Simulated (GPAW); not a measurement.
Set up this calculation in GPAW 26.7.0, as an ASE script.

| Item | Value |
| --- | --- |
| Task | relaxation of cell and atoms |
| Functional | PBEsol |
| Dispersion | D3 |
| Potentials or basis | PAW data sets generated in the run's folder for this functional |
| Cutoff | 800 eV |
| Basis | pw |
| k mesh | 9 × 9 × 9 |
| Occupations | fermi-dirac, width 0.05 eV |
| Spin | no spin polarisation |
| Maxiter | 150 |
| Optimizer | BFGS |
| Fmax | 0.02 eV/Å |
| Max steps | 60 |
| Convergence | density=1e-05 forces=0.0001 |

SrO:

```
Sr O
1.0
     0.00000    2.56630    2.56630
     2.56630    0.00000    2.56630
     2.56630    2.56630    0.00000
Sr O
1 1
Cartesian
  2.5663 2.5663 2.5663
  0.0000 0.0000 0.0000
```

The input as run:

run.py

```python
from ase import Atoms
from ase.calculators.mixing import SumCalculator
from ase.filters import FrechetCellFilter
from ase.io import write
from ase.optimize import BFGS
from dftd3.ase import DFTD3
from gpaw import GPAW, PW, setup_paths

setup_paths.insert(0, '.')

atoms = Atoms(['Sr', 'O'],
              cell=[[0.0, 2.5663, 2.5663],
                    [2.5663, 0.0, 2.5663],
                    [2.5663, 2.5663, 0.0]],
              scaled_positions=[[0.5, 0.5, 0.5],
                                [0.0, 0.0, 0.0]],
              pbc=True)

calc = GPAW(mode=PW(800),
            xc='PBEsol',
            kpts={'size': (9, 9, 9), 'gamma': True},
            occupations={'name': 'fermi-dirac', 'width': 0.05},
            nbands=16,
            convergence={'density': 1e-05, 'forces': 0.0001},
            maxiter=150,
            txt='gpaw.txt')
atoms.calc = SumCalculator([calc, DFTD3(method='pbesol', damping='d3zero')])
opt = BFGS(FrechetCellFilter(atoms), trajectory='relax.traj', logfile='-')
done = opt.run(fmax=0.02, steps=60)
calc.write('gs.gpw')
write('result.traj', atoms)
print('Converged:', done)
print('Cell:', atoms.cell.cellpar().round(4))
print('Volume:', round(atoms.get_volume(), 4))
print(atoms.get_scaled_positions().round(5))
```

Potentials or basis: PAW data sets generated in the run's folder for this functional, pw.

Run with:

```sh
$ gpaw-setup -f PBEsol O Sr
$ OMP_NUM_THREADS=1 python run.py
```

It gave:

The relaxed volume is 16.59 Å³/atom. The relaxed cell is a = 3.607 Å, b = 3.607 Å, c = 3.607 Å, α = 60.00°, β = 60.00°, γ = 60.00° and the space group after relaxing (to 0.05 Å) is Fm-3m (No. 225). The energy gained by relaxing is 1.5 meV/atom and the ionic steps are 3. The pressure after relaxing is 0.0 GPa and the band gap on the k mesh is 3.30 eV, indirect (least direct gap 3.36 eV). The dispersion energy per atom is -0.144 eV.

Caveat: later steps reuse the first step's grids; an odd mesh through Γ misses points on the zone boundary, where band edges often lie.

Wall time 41 s on 1 thread of Arm Neoverse V2 (shared host), peak memory 0.2 GiB.
